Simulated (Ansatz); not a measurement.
## Crystal structures of gallium under RPBE

The calculation used Ansatz, DFT, RPBE, plane waves (420 eV) with PAW, scalar-relativistic. (PAW data from PBE, frozen cores regenerated.)

Each structure is relaxed within its own symmetry, so a high-lying one may be dynamically unstable.

```csv
structure,ΔE (meV/atom),V (Å³/atom),cell,magnetic state
alpha-Ga (Cmce),0,21.17,"a = 4.691 Å, b = 7.847 Å, c = 4.601 Å",spin not included
fcc,16,19.68,a = 4.286 Å,spin not included
dhcp,18,19.70,"a = 3.031 Å, c = 9.899 Å (c/a = 3.265)",spin not included
hcp,26,19.83,"a = 3.074 Å, c = 4.848 Å (c/a = 1.577)",spin not included
bcc,29,19.92,a = 3.415 Å,spin not included
omega (AlB2-type),41,20.06,"a = 4.765 Å, c = 3.060 Å (c/a = 0.642)",spin not included
A15,48,20.24,a = 5.451 Å,spin not included
simple cubic,83,21.08,a = 2.762 Å,spin not included
diamond,259,26.62,a = 5.972 Å,spin not included
```

ΔE counts from alpha-Ga (Cmce).

Differences under about 8 meV lie within the error of the k-point mesh.
